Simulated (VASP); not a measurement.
Wanted: the native input for a VASP 6.6.1 run.

| Item | Value |
| --- | --- |
| Task | single point |
| Functional | PBE |
| Potentials or basis | VASP PAW PBE potentials, release 64 (Li_sv) |
| Cutoff | 520 eV |
| k mesh | 6 × 6 × 1 |
| Occupations | gaussian, width 0.1 eV |
| Spin | no spin polarisation |
| Dipole correction | yes |
| Further INCAR settings | ALGO = Normal; EDIFF = 1e-07; NBANDS = 10 |

The structure of Li lies in POSCAR:

```
Li
1.0
    4.1482325423      0.0000000000      0.0000000000
   -2.0741162711      3.5924747624      0.0000000000
    0.0000000000      0.0000000000     23.8193746000
Li
2
Direct
    0.6666666667      0.3333333333      0.2884824099
    0.3333333333      0.6666666667      0.3412570460
```

The cell was built by a generator and needn't be a form met in nature.

The input as run:

INCAR

```
PREC = Accurate
ENCUT = 520
EDIFF = 1E-7
ISMEAR = 0
SIGMA = 0.1
LREAL = False
LASPH = True
NELM = 100
ALGO = Normal
ISIF = 2
LWAVE = False
LCHARG = False
LDIPOL = True
IDIPOL = 3
DIPOL = 0.5 0.5 0.315
GGA = PE
NBANDS = 10
```

KPOINTS

```
regular mesh
0
Gamma
  6 6 1
```

Potentials or basis: VASP PAW PBE potentials, release 64 (Li_sv).

Launch:

```bash
$ cat potpaw_PBE.64/Li_sv/POTCAR > POTCAR
$ mpirun -np 1 vasp_std > vasp.out
```

It gave:

The largest force is 0.486 eV/Å. The band gap on the k mesh is none (metal or under the smearing width).

It took 88 s on 1 thread of AMD EPYC 7571, with other jobs on the host, peak memory 0.37 GiB.
